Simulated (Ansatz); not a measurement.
**Stiffness of HfC from strained cells**

```
CELL_PARAMETERS angstrom
0.00000 2.32500 2.32500
2.32500 0.00000 2.32500
2.32500 2.32500 0.00000
ATOMIC_POSITIONS crystal
Hf 0.50000 0.50000 0.50000
C 0.00000 0.00000 0.00000
```

Atoms are numbered in the order listed.

The cell is COD entry 1539502, as deposited and not checked against the literature; nothing was relaxed.

Spin–orbit coupling is left out, though it moves levels of the heavy atoms by tenths of an eV or more.

Method: Ansatz 0.2.0, DFT, PBE, all-electron LAPW, scalar-relativistic.

Settings: a Γ-centred 15×15×15 k mesh, Fermi–Dirac smearing of 0.05 eV, basis error target 1 meV/atom, no spin polarisation.

The unstrained cell is at 0.25 GPa. Large strains and very small stresses are left out. Each strain is applied once, with fractional coordinates held (clamped ions), and σ below is the change of stress, positive in tension. One finite strain gives stress–strain coefficients at this pressure with an error of the order of the strain times third-order constants, a few per cent for each per cent of strain. In a metal the k mesh adds noise of tens of per cent to soft shears.

(1) Estimate the stiffness probed by this change, and the stress that it gives: equal xy, yz and zx engineering shear strains of +1 %.

(2) With equal xy, yz and zx engineering shear strains of -1 %, the run gives σxy = -1.64 GPa and γxy = 2εxy = -0.0100. Which stiffness follows?

Answers

(1) σxy = 1.70 GPa and γxy = 2εxy = 0.0100, so C44 (clamped ions) = σxy/γxy = 170 GPa.

(2) C44 (clamped ions) = σxy/γxy = 164 GPa.
